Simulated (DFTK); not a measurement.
Runs of DFTK 0.8.2 on Rh. It takes space group Fm-3m (No. 225, cubic). Conventional cell: a = 3.796 Å, b = 3.796 Å, c = 3.796 Å, α = 90.00°, β = 90.00°, γ = 90.00°. Around Rh (site symmetry m-3m) lie 12 Rh at 2.68 Å. 

```csv
task,level,potentials or basis,k mesh,cutoff (eV),valence electrons,SCF solver,mesh quality,gap on the mesh (eV),pressure (GPa),V0 of scaled cells (Å³/atom),B0 (GPa)
equation of state,PBEsol,SPMS 1.0 (PBE),10 × 10 × 10,816,Rh 17,-,not flagged,-,-,13.53,297
equation of state,AM05,PseudoDojo 0.4 stringent (PBEsol),8 × 8 × 8,1197,Rh 17,-,not flagged,-,-,13.49,(a)
equation of state,PBE,dojo.nc.sr.pbe.v0_4_1.standard.upf (PBE),12 × 12 × 12,1197,Rh 17,-,not flagged,-,-,(d),258
single point,PBE,dojo.nc.sr.pbe.v0_4_1.standard.upf (PBE),12 × 12 × 12,1197,Rh 17,-,not flagged,none,(c),-,-
band structure,TASK,"in-house norm-conserving set (r2SCAN, scalar relativistic)",10 × 10 × 10,1197,Rh 17,ScfAndersonSolver,not flagged,none,1.5,-,-
band structure,PBEsol,SG15 1.2 (PBE),12 × 12 × 12,1225,Rh 17,-,not flagged,none,-4.0,-,-
band structure,r2SCAN,"cp2k.nc.sr.pbe.v0_1.largecore.gth (PBE, GTH, large core)",10 × 10 × 10,2150,Rh 9,ScfAndersonSolver,not flagged,none,4.6,-,-
equation of state,r2SCAN,SG15 1.2 (PBE),7 × 7 × 7,1225,Rh 17,-,coarse,-,-,(b),288
```

Alike in all rows: no spin polarisation; cell as given; smearing fermi-dirac 0.05 eV.

Estimate the missing entries.

(a) 293; (b) 13.58; (c) 7.5; (d) 14.06.

Caveats: some runs use coarse meshes; the potentials were made for another functional, which shifts forces and pressure (some runs); GTH potentials come without recommended cutoffs, and this one wasn't checked for convergence (some runs); the program warned that the kinetic-energy density falls under its von Weizsäcker bound, which can give unphysical results (some runs); this set keeps more shells in the core, which shifts pressures and gaps (some runs).

A k mesh can miss the band edges, and the runs leave out spin-orbit coupling on Rh.

A gap of «none» marks a metal or a gap under the smearing width.

Not every run made on this cell is shown here.
